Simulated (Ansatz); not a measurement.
This script drives Ansatz's Python interface.

`transition_os.py`:
```python
import logging
import sys
import warnings

import ansatz as az
import numpy as np
import pandas as pd

logging.basicConfig(stream=sys.stdout, format="%(levelname)s:%(name)s:%(message)s")
logger = logging.getLogger("ansatz_job")
logger.setLevel(logging.INFO)

SETTINGS = {
    "cutoff_ev": 520,
    "k_spacing": 0.14,
    "filling": "cold",
    "sigma": 0.05,
}


def diamond(first, a):
    return (
        az.Lattice.fcc(a)
        .space_group(227, origin_choice=1)
        .atom(first, [0, 0, 0])
        .primitive()
    )


def sc(first, a):
    return (
        az.Lattice.cubic(a)
        .space_group(221)
        .atom(first, [0, 0, 0])
    )


def ground_state(name, crystal, pressure=0.0):
    calc = (
        crystal.calculation()
        .basis(SETTINGS["cutoff_ev"])
        .kpoints(spacing=SETTINGS["k_spacing"])
        .occupations(SETTINGS["filling"], width=SETTINGS["sigma"])
    )
    calc = calc.relax(force_tolerance=0.03, cell=True, pressure=pressure)
    return calc.run(threads=1, backend="cpu")


def volume_per_atom(outcome):
    return abs(np.linalg.det(outcome.lattice.cell_ang)) / len(outcome.lattice.sites)

warnings.simplefilter("ignore", az.DeckWarning)

phases = {}
phases["diamond"] = diamond("Os", 5.26)
phases["sc"] = sc("Os", 2.49)

pressures = [0, 20, 40, 60]
enthalpy, volume = {name: [] for name in phases}, {name: [] for name in phases}
for p in pressures:
    for name, crystal in phases.items():
        o = ground_state(name, crystal, pressure=p)
        volume[name].append(volume_per_atom(o))
        enthalpy[name].append(o.report["energy_sigma0_ev"] / len(o.lattice.sites) + p * volume[name][-1] / 160.21766)
gap = np.array(enthalpy["sc"]) - np.array(enthalpy["diamond"])
rows = [(p, va, vb, 1000 * d) for p, va, vb, d in zip(pressures, volume["diamond"], volume["sc"], gap)]
print(pd.DataFrame(rows, columns=["P (GPa)", "V diamond (A^3/atom)", "V sc (A^3/atom)", "H(sc) - H(diamond) (meV/atom)"]).round(4).to_string(index=False))
crossings = [p0 - g0 * (p1 - p0) / (g1 - g0) for p0, p1, g0, g1 in zip(pressures, pressures[1:], gap, gap[1:]) if g0 * g1 < 0]
print("crossing near", [round(float(p), 1) for p in crossings], "GPa") if crossings else print("no crossing in this range")
```

It is started by `python transition_os.py`. Estimate its wall time and peak memory on 1 thread of Arm Neoverse V1, with other jobs on the host.

It took about 2.7 min, with a peak of 0.57 GiB, for 8 runs of the engine.

`python transition_os.py` gives:
```text
 P (GPa)  V diamond (A^3/atom)  V sc (A^3/atom)  H(sc) - H(diamond) (meV/atom)
       0               21.4353          16.7071                       239.1940
      20               19.7667          15.6815                      -307.1596
      40               18.6091          14.9218                      -790.7674
      60               17.7206          14.3178                     -1232.5608
crossing near [8.8] GPa
```

What to keep in mind:
- Total energies depend on the potentials; only differences at equal settings carry meaning.
- At a fixed pressure a relaxation lowers the enthalpy F + PV, while F alone can rise.
- Spin-orbit coupling, which matters for elements this heavy, is left out.
- No functional is typed, so the default, PBE, holds.
- Only these two structures are compared, at zero temperature and with their symmetry kept; either may be hypothetical, and another phase may be lower than both. Differences under 10 to 15 meV an atom lie within the error of mesh and functional.
- The cells are prototypes set up for this calculation and needn't exist.
